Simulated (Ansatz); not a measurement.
# Ni(111) / 3 layers Cu(111) / Ni(111): resistance against film thickness

Wanted: interface resistance and thickness dependence for Ni(111) / 3 layers Cu(111) / Ni(111).

Main program and level: Ansatz 0.2.0; Ansatz plane-wave DFT, PBEsol, PAW files, collinear spin; ballistic transport by layer matching (Landauer), zero bias.

## 1. Starting point

The cell holds 11 atoms: 8 Ni and 3 Cu. Cell: a = 2.492 Å, b = 2.492 Å, c = 22.911 Å, α = 86.9°, β = 93.1°, γ = 120.0°. It derives from Ni and Cu. Regions: lead, 8 atoms (8 Ni); films, 3 atoms (3 Cu). The structure is stacked along c, and the current runs across the ab planes.

## 2. With 3 layers

The film is laid into the lead at the lead's in-plane lattice, and the cell closes on the lead's own image. The mesh across the current, 34×34, is finer than the density's, because channels open and close sharply across the zone. Energies from -1 to 1 eV in steps of 0.036 eV cover the slope of the Fermi function at 300 K, so the program can form a conductance.

Input file input.yaml:

```yaml
crystal:
  lattice:
    - [2.4918442969, 0.0, 0.0]
    - [-1.2459221485, 2.1580004634, 0.0]
    - [-1.2459221485, 0.7193334878, 22.8653524596]
  atoms:
    - { symbol: Ni, position: [0.0148301697, 0.9851698303, 0.0444905092], spin: 1.0 }
    - { symbol: Ni, position: [0.3778238425, 0.6221761575, 0.1334715276], spin: 1.0 }
    - { symbol: Ni, position: [0.7408175154, 0.2591824846, 0.2224525461], spin: 1.0 }
    - { symbol: Ni, position: [0.1038111882, 0.8961888118, 0.3114335645], spin: 1.0 }
    - { symbol: Cu, position: [0.4679831275, 0.5320168725, 0.4039493825] }
    - { symbol: Cu, position: [0.8333333333, 0.1666666667, 0.5] }
    - { symbol: Cu, position: [0.1986835392, 0.8013164608, 0.5960506175] }
    - { symbol: Ni, position: [0.5628554785, 0.4371445215, 0.6885664355], spin: 1.0 }
    - { symbol: Ni, position: [0.9258491513, 0.0741508487, 0.7775474539], spin: 1.0 }
    - { symbol: Ni, position: [0.2888428241, 0.7111571759, 0.8665284724], spin: 1.0 }
    - { symbol: Ni, position: [0.6518364969, 0.3481635031, 0.9555094908], spin: 1.0 }
magnetization:
  spin_polarized: true
kpoints:
  mp_grid: { grid: [17, 17, 2] }
hamiltonian:
  xc: pbesol
scf:
  occupations: { method: fermi_dirac, width: 0.1 }
output:
  transmission: { leads: [[0, 1]], kmesh: [34, 34], e_range: [-1.0, 1.0], de: 0.036 }
  write_potential: true
  write_density: true
  volumetric_format: npy
  elf: true
```

On the command line:

```
$ ansatz run input.yaml --threads 4 --pin off --max-ram 8192MiB --backend cpu --events-out ev --progress --plain --runs-dir out
```

Numbers of over 12 decimals in the logs are rounded to 6 here.

The log of the run:

```text
Warning: crystal.symmetry: narrowed to the stabiliser of the k-point mesh — unitary ops 12 → 4; excluded 8 operations that carry a point of the 17×17×2 mesh (shift [0, 0, 0]) off the mesh (the run samples exactly the mesh kpoints.mp_grid names, as under crystal.symmetry.detect: false, and its converged state has the mesh's symmetry, not the crystal's; ε∞, the Born charges and the force constants of a linear response (`dielectric:` by the response, `phonons.method: dfpt`) are averaged over those of the crystal's operations that the state keeps within a tolerance, where `mesh_tensors`, `unaveraged_element` or `gamma_mean_max_change_ev_ang2` stands beside them; [rest of the remark cut]
Engine: ansatz 0.2.0, x86_64-unknown-linux-gnu
Pseudopotentials: kind: paw
Pseudopotential: Ni, paw, valence charge 18, recommended cutoff 420 eV (normal), Ni.paw.azcp
Pseudopotential: Cu, paw, valence charge 19, recommended cutoff 420 eV (normal), Cu.paw.azcp
Functional definition: PBEsol
  exchange = pbesol_x
  correlation = pbesol_c
Crystal: 11 atoms, lattice volume = 122.956 Å³
Basis set: ecut = 420 eV, 2327 PW (Γ)
Bands: 126, of which v1, the nominal top of the filled ones, is band 101 counted from 1 (100 counted from 0)
Symmetry: 4 space group operations
k-points: 162 of 578
Non-local potential: Ni, projectors of the file, l = 0: 3, l = 1: 2, l = 2: 3, l = 3: 1
Non-local potential: Cu, projectors of the file, l = 0: 3, l = 1: 2, l = 2: 3, l = 3: 1
PAW form: soft (Blöchl's): semilocal exchange-correlation on the pseudo side does not see the compensation charge
PAW frozen core: Ni, regenerated for the run's functional, and the local potential with it (the file was generated under x = pbe(κ = 0.804, μ = 0.219515), c = pbe(β = 0.066725))
PAW frozen core: Cu, regenerated for the run's functional, and the local potential with it (the file was generated under x = pbe(κ = 0.804, μ = 0.219515), c = pbe(β = 0.066725))
PAW one-centre angular grid: Ni, 590 points (default); XC on 64 Gauss nodes
PAW one-centre angular grid: Cu, 590 points (default); XC on 64 Gauss nodes
Initial density: superposition of atomic densities (chi_scale 0.1, normalization cell)
Starting moments: Σ|m| = 8 μB on 8 of 11 sites
Initial wavefunctions: pseudopotential atomic-orbital guess
Functional: x = pbesol(κ = 0.804, μ = 0.123457), c = pbesol(β = 0.046)
SCF iter   1: F=—  HF=-66201.455321 eV  |F-HF|=—  |Δ(HF+E_count)|=         —  Δρ=2.49e-1 (↑2.28e-1 ↓2.49e-1)  dr2=1.18e3  dr2_m=7.71e0  M=2.178 μB ∫|m|=2.395 μB  β_m=0.30  ethr=3.10e-3  ⟨swp⟩=4.7  Hψ=122595  notcnv=0  defer=1418
Mixer restart at iter 1: flushing history
preconditioner: auto → Kerker (q_TF=auto, 2.961 Å⁻¹)  [metal: Δε(μ)=0.000 eV  Ē_g=9.025 eV  σ=0.100 eV  W_gap=0.00  n_scr=44 (ndim 8)  ℏωp=35.6 eV  f_vac=0.000  D(μ)=22.33/eV (n_scr^D=370)]
spin=Collinear: Kerker preconditioning applied to the charge; magnetization (m = ρ↑ − ρ↓) channel mixes plain (no charge-response kernel on spin).
SCF iter   2: F=—  HF=-66213.528998 eV  |F-HF|=—  |Δ(HF+E_count)|=    1.21e1  Δρ=1.09e-1 (↑9.67e-2 ↓1.09e-1)  dr2=2.74e1  dr2_m=3.33e-1  M=6.038 μB ∫|m|=6.512 μB  β_m=0.26  ethr=3.10e-3  ⟨swp⟩=3.1  Hψ=106048  notcnv=0  defer=3744
SCF iter   3: F=—  HF=-66203.197675 eV  |F-HF|=—  |Δ(HF+E_count)|=    1.03e1  Δρ=2.10e-2 (↑1.75e-2 ↓2.10e-2)  dr2=1.81e1  dr2_m=6.71e-2  M=5.160 μB ∫|m|=5.609 μB  β_m=0.32  ethr=3.10e-3  ⟨swp⟩=3.0  Hψ=88249  notcnv=0  defer=4056
SCF iter   4: F=—  HF=-66204.779868 eV  |F-HF|=—  |Δ(HF+E_count)|=    1.58e0  Δρ=5.82e-2 (↑4.22e-2 ↓5.82e-2)  dr2=9.55e1  dr2_m=4.86e-1  M=4.199 μB ∫|m|=4.662 μB  β_m=0.26  ethr=3.10e-3  ⟨swp⟩=2.5  Hψ=68926  notcnv=0  defer=4123  recentre
SCF iter   5: F=—  HF=-66205.199091 eV  |F-HF|=—  |Δ(HF+E_count)|=   4.19e-1  Δρ=4.48e-2 (↑2.55e-2 ↓4.48e-2)  dr2=6.23e1  dr2_m=3.12e-1  M=4.289 μB ∫|m|=4.773 μB  β_m=0.26  ethr=3.10e-3  ⟨swp⟩=2.0  Hψ=44515  notcnv=0  defer=4141
SCF iter   6: F=—  HF=-66206.309974 eV  |F-HF|=—  |Δ(HF+E_count)|=    1.11e0  Δρ=1.94e-2 (↑8.69e-3 ↓1.94e-2)  dr2=1.70e1  dr2_m=6.33e-2  M=4.139 μB ∫|m|=4.741 μB  β_m=0.17  ethr=3.10e-3  ⟨swp⟩=2.0  Hψ=47686  notcnv=0  defer=4210
SCF iter   7: F=—  HF=-66206.049137 eV  |F-HF|=—  |Δ(HF+E_count)|=   2.61e-1  Δρ=4.47e-2 (↑3.40e-2 ↓4.47e-2)  dr2=5.63e1  dr2_m=2.02e-1  M=4.200 μB ∫|m|=4.706 μB  β_m=0.18  ethr=3.10e-3  ⟨swp⟩=2.0  Hψ=48928  notcnv=0  defer=4331  recentre
SCF iter   8: F=—  HF=-66205.424369 eV  |F-HF|=—  |Δ(HF+E_count)|=   6.25e-1  Δρ=3.68e-2 (↑2.78e-2 ↓3.68e-2)  dr2=3.87e1  dr2_m=1.07e-1  M=4.459 μB ∫|m|=4.946 μB  β_m=0.19  ethr=3.10e-3  ⟨swp⟩=2.0  Hψ=47437  notcnv=0  defer=4254
SCF iter   9: F=—  HF=-66204.526887 eV  |F-HF|=—  |Δ(HF+E_count)|=   8.97e-1  Δρ=4.93e-2 (↑3.85e-2 ↓4.93e-2)  dr2=5.55e1  dr2_m=1.76e-1  M=4.536 μB ∫|m|=4.983 μB  β_m=0.18  ethr=3.10e-3  ⟨swp⟩=2.0  Hψ=43544  notcnv=0  defer=4260
[...]
SCF iter  19: F=—  HF=-66206.059041 eV  |F-HF|=—  |Δ(HF+E_count)|=   4.71e-5  Δρ=1.24e-4 (↑7.23e-5 ↓1.24e-4)  dr2=2.25e-5  dr2_m=4.96e-6  M=4.724 μB ∫|m|=5.378 μB  β_m=0.51  ethr=3.14e-7  ⟨swp⟩=1.0  Hψ=40824  notcnv=0  defer=4153
SCF iter  20: F=—  HF=-66206.059039 eV  |F-HF|=—  |Δ(HF+E_count)|=   2.41e-6  Δρ=1.25e-4 (↑3.83e-5 ↓1.25e-4)  dr2=3.82e-5  dr2_m=4.18e-6  M=4.725 μB ∫|m|=5.380 μB  β_m=0.51  ethr=1.12e-8  ⟨swp⟩=2.0  Hψ=59331  notcnv=0  defer=4153
SCF iter  21: F=—  HF=-66206.059041 eV  |F-HF|=—  |Δ(HF+E_count)|=   1.91e-6  Δρ=5.56e-5 (↑2.39e-5 ↓5.56e-5)  dr2=4.59e-5  dr2_m=5.99e-7  M=4.725 μB ∫|m|=5.379 μB  β_m=0.42  ethr=1.12e-8  ⟨swp⟩=2.0  Hψ=53888  notcnv=0  defer=4153
SCF iter  22: F=—  HF=-66206.059040 eV  |F-HF|=—  |Δ(HF+E_count)|=   5.61e-7  Δρ=1.80e-5 (↑1.30e-5 ↓1.80e-5)  dr2=7.13e-7  dr2_m=5.51e-8  M=4.725 μB ∫|m|=5.380 μB  β_m=0.39  ethr=1.12e-8  ⟨swp⟩=1.0  Hψ=40900  notcnv=0  defer=4153
SCF iter  23: F=—  HF=-66206.059040 eV  |F-HF|=—  |Δ(HF+E_count)|=   7.31e-8  Δρ=7.77e-6 (↑6.33e-6 ↓7.77e-6)  dr2=8.74e-7  dr2_m=1.85e-8  M=4.725 μB ∫|m|=5.380 μB  β_m=0.39  ethr=3.55e-10  ⟨swp⟩=2.0  Hψ=58555  notcnv=0  defer=4153
SCF iter  24: F=—  HF=-66206.059040 eV  |F-HF|=—  |Δ(HF+E_count)|=   4.69e-9  Δρ=8.75e-6 (↑3.80e-6 ↓8.75e-6)  dr2=2.03e-7  dr2_m=2.78e-8  M=4.725 μB ∫|m|=5.380 μB  β_m=0.56  ethr=3.55e-10  ⟨swp⟩=1.0  Hψ=40824  notcnv=0  defer=4153
SCF iter  25: F=—  HF=-66206.059040 eV  |F-HF|=—  |Δ(HF+E_count)|=   2.78e-8  Δρ=8.26e-6 (↑6.69e-6 ↓8.26e-6)  dr2=3.55e-7  dr2_m=7.46e-9  M=4.725 μB ∫|m|=5.380 μB  β_m=0.47  ethr=1.01e-10  ⟨swp⟩=2.0  Hψ=71016  notcnv=0  defer=4153
SCF iter  26: F=—  HF=-66206.059040 eV  |F-HF|=—  |Δ(HF+E_count)|=   2.10e-8  Δρ=6.18e-6 (↑3.07e-6 ↓6.18e-6)  dr2=2.83e-7  dr2_m=7.10e-9  M=4.725 μB ∫|m|=5.380 μB  β_m=0.47  ethr=1.01e-10  ⟨swp⟩=2.0  Hψ=50547  notcnv=0  defer=4153
SCF iter  27: F=—  HF=-66206.059040 eV  |F-HF|=—  |Δ(HF+E_count)|=   6.77e-9  Δρ=1.94e-6 (↑1.01e-6 ↓1.94e-6)  dr2=1.40e-8  dr2_m=5.77e-10  M=4.725 μB ∫|m|=5.380 μB  β_m=0.52  ethr=1.01e-10  ⟨swp⟩=1.0  Hψ=40824  notcnv=0  defer=4153
SCF iter  28: F=-66206.059040 eV  HF=-66206.059040 eV  |F-HF|=6.05e-8  |Δ(HF+E_count)|=   1.35e-9  Δρ=5.35e-6 (↑1.81e-6 ↓5.35e-6)  dr2=6.26e-8  dr2_m=3.75e-9  M=4.725 μB ∫|m|=5.380 μB  ethr=6.99e-12  ⟨swp⟩=8.0  Hψ=168603  notcnv=0
SCF 1 converged in 28 iterations: F = -66206.059040 eV  dr2 = 6.26e-8
  greatest PAW one-centre occupation: 1.001 electrons in one spin orbital (limit 2), on the Ni atom at site 7 (counted from 0), in its partial waves of l = 1
transmission: 2028 of 20262 steps passed
transmission: 4053 of 20262 steps passed
[...]
transmission: 20262 of 20262 steps passed
SCF converged after 28 iterations
Magnetization: 4.7253 μB (102.8626 up, 98.1374 down)
Absolute magnetization: 5.3900 μB (∫|ρ↑−ρ↓|, with the PAW one-centre terms)
Spin contamination: 0.0852 ħ² per cell (⟨S²⟩ above its minimum at these occupations)
Per-site moments (μB) at R_I (Å): [(0.669369, 1.027886), (0.673366, 1.027886), (0.659992, 1.027886), (0.496852, 1.027886), (-0.000266633, 1.027886), (-3.7190277685834574e-5, 1.027886), (-0.000266633, 1.027886), (0.496852, 1.027886), (0.659992, 1.027886), (0.673366, 1.027886), (0.669369, 1.027886)]
Free energy (F): -66206.059040 eV
Harris-Foulkes:  -66206.059040 eV  (|F-HF|=6.05e-8)
Internal energy: -66205.582733 eV  (E = F + TS)
E sigma→0 (E₀):  -66205.820887 eV
Entropy (-TS):   -0.476307 eV (-43.301 meV/atom)
Fermi energy:    17.449695 eV
--- Per-component energies (eV) ---
  E_band       = -3388.554179
  E_kinetic    = 3157.651293
  E_local      = -39766.391702  (includes V_loc(G=0)·N_el)
  E_nonlocal   = 6266.272388
  E_hartree    = 16852.493239
  E_xc         = -941.454826
  E_vxc        = -1218.869680  (∫ρ·V_xc dr)
  E_paw        = -17636.592679  (= ΣΔE_a)
  E_vpaw       = -5532.206313  (= ΣTr[D̂ρ^β])
  E_aug_tail   = 0.004674  (compensation charges beyond the density's cutoff)
  E_ewald      = -34139.762038
  E_core_change = 2.196917  (= ΣΔE_core)
  E_smearing   = -0.476307  (= −TS)
  E_closure    = -0.000000  (closes the sum)
  Σ components = -66206.059040   (vs F -66206.059040, Δ=0.00e0)
--- Band table (eV; the first three rows and the last of 324) ---
  k-point 0 ↑: bands = [... 97 lower, 16.2203, 16.2375, 16.3234, 16.3235, 16.4900, 16.4900, 16.6326, 16.6787, ... 21 higher]
  k-point 1 ↑: bands = [... 97 lower, 16.2202, 16.2203, 16.3242, 16.3243, 16.4886, 16.4886, 16.6801, 16.6802, ... 21 higher]
  k-point 2 ↑: bands = [... 97 lower, 16.1828, 16.2423, 16.2481, 16.3347, 16.3955, 16.4934, 16.6139, 16.6831, ... 21 higher]
  k-point 161 ↓: bands = [... 97 lower, 17.7262, 17.7583, 17.8035, 17.8426, 18.4112, 18.5449, 18.9824, 19.2773, ... 21 higher]
--- Transmission ---
  basis      : 55 plane waves across, 33 finite elements along
  points     : 307, standing for a mesh of 34 x 34
  filling    : by the input's occupations and mesh, since the crystals that have channels conduct as metals do. If one of these is a semiconductor, that mesh has misplaced its level
  energies   : 56 from -1.000000 to 0.980000 eV about the Fermi level, 0.036000 eV apart; the leads are filled to 0.000000 eV, and channels, transmission and decay are at 0.008000 eV
  crystal 0  : Ni1, at the sites [0, 1], period 2.0346 Å, over 16.28 Å; its Hamiltonian steps by up to 1.1 meV
    offset         : up to 0.0000 Å between an atom of the period and one for which it stands
    filled         : 17.0 meV under the level at which it is neutral
    channels       : 6.254325e-1 up, 1.802768e0 down
    conductance    : 1.7336e15 S/m² at 300 K; may be off by some 0.0 % by where its bands' edges are placed, 1.6 % from the k-mesh, 1.2 % from the distance to neutral
    slowest decay  : 0.0585 /Å at (-0.4412, 0.2941)
  junction   : crystal 0 to crystal 0, 0.69 to 21.52 Å
    transmission   : 5.686848e-1 up, 5.730378e-1 down
    conductance    : 8.1120e14 S/m² at 300 K (8.2492e14 on every other point, 8.0879e14 on every other energy)
    error estimate : 0.3 % from the energy spacing and 0.6 % from band edges of the leads and from resonances (wavevectors taken as independent; lower de), 2.3 % from the k-mesh, 1.8 % from the steps of its leads' Hamiltonians or their offsets (lay more layers), 0.1 % from the distance to neutral
    resistance     : 2.1710e-4 Ω µm² beyond half of each lead's own
```

Wall time 13 min (4 threads of Intel Xeon Platinum 8259CL at 2.50GHz (Skylake/Cascade Lake), shared host); peak memory 3.4 GiB; 49 min of CPU time.

In the SCF lines HF is the Harris–Foulkes energy and dr2 the Hartree energy of the density residual, in eV; the loop may stop once dr2 is under the threshold and the program's other checks hold. Hψ counts applications of the Hamiltonian.

This step gave:

| Property | Result |
| --- | --- |
| free energy | -66206.0590 eV |
| energy at zero smearing | -66205.8209 eV |
| Fermi energy | 17.45 eV |
| magnetization | 4.725 μB |
| absolute magnetization | 5.390 μB |
| cell area | 5.377 Å² |
| step of the lead's potential | 1.1 meV |
| ballistic conductance of the lead | 1.73e15 S/m² |
| estimated errors of the lead's conductance | 0, 1.6, 1.2 % (band edges, k-mesh, distance from neutral) |
| lead conductance per cell | 1.203 G₀ |
| conductance of the junction | 8.11e14 S/m² |
| junction conductance per cell | 0.5630 G₀ |
| estimated errors of the junction's conductance | 0.3, 0.6, 2.3, 1.8, 0.1 % (energy step, band edges, k-mesh, leads' steps, distance from neutral) |
| area resistance that the stack adds (contact term taken off, spin by spin) | 0.2171 fΩ m² |

Per spin. Transmission, zone mean against energy, zero at the Fermi level:

| energy (eV) | T up | T down |
| --- | --- | --- |
| -1.000 | 0.489 | 0.281 |
| -0.964 | 0.508 | 0.287 |
| -0.892 | 0.469 | 0.364 |
| -0.856 | 0.486 | 0.408 |
| -0.784 | 0.536 | 0.430 |
| -0.748 | 0.520 | 0.421 |
| -0.712 | 0.545 | 0.441 |
| -0.676 | 0.531 | 0.446 |
| -0.640 | 0.501 | 0.457 |
| -0.568 | 0.456 | 0.430 |
| -0.532 | 0.432 | 0.461 |
| -0.460 | 0.449 | 0.437 |
| -0.424 | 0.454 | 0.466 |
| -0.352 | 0.459 | 0.465 |
| -0.316 | 0.493 | 0.484 |
| -0.244 | 0.511 | 0.486 |
| -0.208 | 0.512 | 0.510 |
| -0.136 | 0.532 | 0.519 |
| -0.100 | 0.522 | 0.559 |
| -0.028 | 0.564 | 0.573 |
| 0.008 | 0.569 | 0.573 |
| 0.080 | 0.575 | 0.534 |
| 0.116 | 0.583 | 0.522 |
| 0.188 | 0.590 | 0.499 |
| 0.224 | 0.593 | 0.460 |
| 0.296 | 0.621 | 0.467 |
| 0.332 | 0.626 | 0.475 |
| 0.404 | 0.638 | 0.483 |
| 0.440 | 0.643 | 0.490 |
| 0.512 | 0.648 | 0.527 |
| 0.548 | 0.649 | 0.531 |
| 0.620 | 0.664 | 0.549 |
| 0.656 | 0.671 | 0.555 |
| 0.728 | 0.681 | 0.570 |
| 0.764 | 0.690 | 0.576 |
| 0.836 | 0.694 | 0.598 |
| 0.872 | 0.696 | 0.607 |
| 0.944 | 0.702 | 0.612 |
| 0.980 | 0.707 | 0.614 |

Per spin. Table of open channels, zone mean by energy, zero at the Fermi level:

| energy (eV) | lead up | lead down |
| --- | --- | --- |
| -1.000 | 1.70 | 1.36 |
| -0.964 | 1.71 | 1.47 |
| -0.892 | 1.71 | 1.56 |
| -0.856 | 1.73 | 1.63 |
| -0.784 | 1.91 | 1.62 |
| -0.748 | 1.92 | 1.62 |
| -0.676 | 2.12 | 1.59 |
| -0.640 | 2.01 | 1.51 |
| -0.568 | 1.39 | 1.53 |
| -0.532 | 1.06 | 1.56 |
| -0.460 | 0.790 | 1.48 |
| -0.424 | 0.572 | 1.44 |
| -0.352 | 0.537 | 1.53 |
| -0.316 | 0.568 | 1.51 |
| -0.244 | 0.574 | 1.52 |
| -0.208 | 0.574 | 1.53 |
| -0.136 | 0.625 | 1.62 |
| -0.100 | 0.620 | 1.69 |
| -0.028 | 0.625 | 1.69 |
| 0.008 | 0.625 | 1.80 |
| 0.080 | 0.636 | 1.84 |
| 0.116 | 0.657 | 1.92 |
| 0.188 | 0.677 | 1.48 |
| 0.224 | 0.677 | 1.31 |
| 0.296 | 0.688 | 1.03 |
| 0.332 | 0.688 | 0.963 |
| 0.404 | 0.703 | 0.579 |
| 0.440 | 0.714 | 0.589 |
| 0.512 | 0.724 | 0.651 |
| 0.548 | 0.729 | 0.651 |
| 0.620 | 0.740 | 0.641 |
| 0.656 | 0.75 | 0.662 |
| 0.728 | 0.740 | 0.672 |
| 0.764 | 0.75 | 0.662 |
| 0.836 | 0.760 | 0.683 |
| 0.872 | 0.755 | 0.693 |
| 0.944 | 0.786 | 0.703 |
| 0.980 | 0.786 | 0.703 |

Transmission over k1 and k2. At 0.0080 eV from the Fermi level, spin up.

Values, 12 rows by 16 columns, each cell a mean:
```
0.67 0.92 0.62 0.36 0.25 0.26 0.55 0.95 0.93 0.10 0.00 0.00 0.00 0.00 0.00 0.00
0.08 0.96 1.00 1.00 0.99 0.99 1.00 1.00 0.99 0.69 0.07 0.00 0.00 0.00 0.00 0.00
0.01 0.59 1.00 1.00 1.00 0.98 0.98 0.99 1.00 0.99 0.60 0.04 0.00 0.00 0.00 0.00
0.00 0.52 1.00 1.00 0.96 0.87 0.81 0.83 0.91 0.98 0.99 0.75 0.15 0.00 0.00 0.00
0.06 0.84 1.00 0.99 0.92 0.74 0.59 0.53 0.62 0.79 0.95 1.00 0.92 0.59 0.09 0.00
0.82 0.98 1.00 1.00 0.96 0.77 0.54 0.20 0.17 0.52 0.76 0.95 1.00 1.00 0.97 0.71
0.35 0.54 0.88 1.00 0.99 0.92 0.72 0.49 0.25 0.42 0.64 0.86 0.98 1.00 1.00 0.83
0.00 0.00 0.09 0.46 0.92 0.99 0.94 0.80 0.66 0.63 0.70 0.86 0.97 1.00 0.97 0.21
0.00 0.00 0.00 0.00 0.17 0.78 1.00 0.98 0.94 0.90 0.90 0.95 0.99 1.00 0.94 0.05
0.00 0.00 0.00 0.00 0.00 0.06 0.80 1.00 1.00 1.00 0.99 1.00 1.00 1.00 0.98 0.24
0.00 0.00 0.00 0.00 0.00 0.00 0.09 0.90 0.98 0.99 0.93 0.89 0.91 0.98 0.98 0.69
0.49 0.00 0.00 0.00 0.00 0.00 0.00 0.47 0.96 0.40 0.08 0.00 0.00 0.21 0.42 0.80
```
Columns: k1 (b1) from -0.5 to 0.471; rows upwards: k2 (b2) from -0.5 to 0.471.

Open channels over k1 and k2. At 0.0080 eV from the Fermi level, spin up.

Values, 12 rows by 16 columns, each cell a mean:
```
0.70 0.96 0.65 0.40 0.29 0.29 0.61 0.98 0.96 0.12 0.00 0.00 0.00 0.00 0.00 0.00
0.09 1.00 1.00 1.00 1.00 1.00 1.00 1.00 1.00 0.72 0.08 0.00 0.00 0.00 0.00 0.00
0.01 0.64 1.00 1.00 1.00 1.00 1.00 1.00 1.00 1.00 0.63 0.05 0.00 0.00 0.00 0.00
0.00 0.59 1.00 1.00 1.00 1.00 1.00 1.00 1.00 1.00 1.00 0.79 0.17 0.00 0.00 0.00
0.07 0.90 1.00 1.00 1.00 1.00 1.00 1.00 1.00 1.00 1.00 1.00 0.93 0.64 0.10 0.00
0.86 1.00 1.00 1.00 1.00 1.00 1.00 0.67 0.50 1.00 1.00 1.00 1.00 1.00 1.00 0.72
0.35 0.56 0.90 1.00 1.00 1.00 1.00 1.00 0.67 1.00 1.00 1.00 1.00 1.00 1.00 0.86
0.00 0.00 0.10 0.49 0.94 1.00 1.00 1.00 1.00 1.00 1.00 1.00 1.00 1.00 1.00 0.25
0.00 0.00 0.00 0.00 0.19 0.82 1.00 1.00 1.00 1.00 1.00 1.00 1.00 1.00 1.00 0.06
0.00 0.00 0.00 0.00 0.00 0.06 0.85 1.00 1.00 1.00 1.00 1.00 1.00 1.00 1.00 0.28
0.00 0.00 0.00 0.00 0.00 0.00 0.10 0.93 1.00 1.00 0.96 0.94 0.94 0.99 1.00 0.72
0.50 0.00 0.00 0.00 0.00 0.00 0.00 0.47 0.98 0.44 0.10 0.00 0.00 0.24 0.44 0.81
```
Columns: k1 (b1) from -0.5 to 0.471; rows upwards: k2 (b2) from -0.5 to 0.471.

Transmission over k1 and k2. At 0.0080 eV from the Fermi level, spin down.

Values, 12 rows by 16 columns, each cell a mean:
```
0.05 0.54 0.87 0.91 0.88 0.88 0.90 0.61 0.29 0.34 0.00 0.00 0.00 0.00 0.00 0.33
0.45 0.91 0.92 0.87 0.89 0.90 0.89 0.90 0.96 0.74 0.32 0.01 0.00 0.00 0.00 0.01
0.52 0.89 0.88 0.99 0.99 0.98 0.98 0.99 0.98 0.90 0.86 0.53 0.06 0.00 0.00 0.00
0.52 0.87 0.90 0.99 0.95 0.79 0.67 0.71 0.87 0.97 0.95 0.86 0.70 0.16 0.00 0.01
0.44 0.91 0.89 0.99 0.89 0.55 0.29 0.22 0.35 0.64 0.92 0.97 0.88 0.84 0.24 0.32
0.06 0.78 0.93 0.99 0.95 0.61 0.23 0.06 0.05 0.22 0.60 0.94 0.99 0.92 0.80 0.08
0.17 0.40 0.88 0.90 0.99 0.88 0.51 0.19 0.07 0.13 0.36 0.77 0.98 0.97 0.88 0.58
0.08 0.03 0.34 0.84 0.88 0.98 0.91 0.67 0.42 0.35 0.49 0.77 0.97 0.98 0.83 0.91
0.06 0.00 0.00 0.18 0.72 0.86 0.95 0.98 0.92 0.84 0.85 0.94 0.99 0.98 0.81 0.91
0.06 0.00 0.00 0.00 0.07 0.56 0.88 0.90 0.98 0.99 0.99 0.99 0.98 0.97 0.83 0.92
0.05 0.00 0.00 0.00 0.00 0.01 0.34 0.70 0.93 0.85 0.86 0.84 0.85 0.89 0.96 0.67
0.17 0.15 0.04 0.05 0.05 0.05 0.27 0.05 0.18 0.42 0.62 0.63 0.63 0.63 0.43 0.05
```
Columns: k1 (b1) from -0.5 to 0.471; rows upwards: k2 (b2) from -0.5 to 0.471.

(Continued in part 2 of 3.)

[Logs are printed without paths, hosts, clocks, repeated set-up lines and the standing remarks that a program may print on its own settings, such as how far it seeks lower states.]

[Hosts, paths, dates, database ids (printed as entryN), source tags and the programs' standing remarks are cut or masked in the printed files.]
